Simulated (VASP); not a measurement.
CO2:

```
O C
1.0
     2.63591   -2.38738    0.00000
     2.63591    2.38738    0.00000
     0.00000    0.00000    6.58717
O C
4 2
Direct
  0.30651 0.69349 0.60816
  0.69349 0.30651 0.39184
  0.19349 0.80651 0.10816
  0.80651 0.19349 0.89184
  0.50000 0.50000 0.50000
  0.00000 0.00000 0.00000
```

The cell comes from a database or a generator and needn't be the stable form of this composition.

Base run:

| Property | Result |
| --- | --- |
| Program | VASP 6.6.1 |
| Functional | r2SCAN |
| Potentials or basis | VASP PAW PBE potentials, release 64 (O, C) |
| Cutoff | 520 eV |
| k mesh | 8 × 8 × 4 |
| Occupations | gaussian, width 0.02 eV |
| Spin | no spin polarisation |

Its results: band gap on the k mesh 7.22 eV, indirect (least direct gap 7.79 eV); pressure 0.4 GPa; largest force 0.055 eV/Å.

The run is repeated on the same cell with these changes: functional from r2SCAN to PBEsol. What comes out?

Band gap on the k mesh 6.52 eV, indirect (least direct gap 7.09 eV); pressure 2.8 GPa; largest force 0.664 eV/Å.

r2SCAN gives the wider gap, since meta-GGAs in the generalised Kohn-Sham scheme recover part of the derivative discontinuity.

Caveats: the standard files for N, O and F lose accuracy on very short bonds; the PAW data sets were made with another functional, which shifts forces and pressure a little.
